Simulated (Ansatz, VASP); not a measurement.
## Si: VASP beside Ansatz

```
Si
1.0
     2.51512    0.00000    0.00000
     0.00000    2.51512    0.00000
     0.00000    0.00000    2.51512
Si
1
Direct
  0.50000 0.50000 0.50000
```

The cell was built by a generator and needn't be a form met in nature.

Alike in both runs: task single point; functional PBE0; k mesh 5 × 5 × 5; occupations fermi-dirac, width 0.05 eV; no spin polarisation.

|  | VASP | Ansatz |
| --- | --- | --- |
| version | VASP 6.6.1 | Ansatz 0.2.0 |
| potentials or method | VASP PAW PBE potentials, release 64 (Si) | Ansatz PAW |
| plane-wave cutoff (eV) | 520 | 420 |
| valence electrons in the cell | 4 | 4 |

Ansatz gave:

```
gap on the k mesh at the Fermi level (eV) : none
pressure (GPa)                            : 3.5
```

Q: What did VASP give for the same quantities?

A: gap on the k mesh at the Fermi level (eV): none; pressure (GPa): 3.0.

A gap of «none» marks a metal or a gap that the smearing closes. The functional is the same, so the differences come from potentials, cutoffs and numerics.

Caveats: the k mesh is coarse (spacing up to 0.50 Å⁻¹), so the values aren't converged, least of all with exact exchange; the PAW data sets were made with another functional, which shifts forces and pressure a little (VASP); the PAW data sets come from PBE, with cores solved anew for the run's functional, which leaves a small shift of forces and pressure (Ansatz); the thresholds are loose for stress (Ansatz).
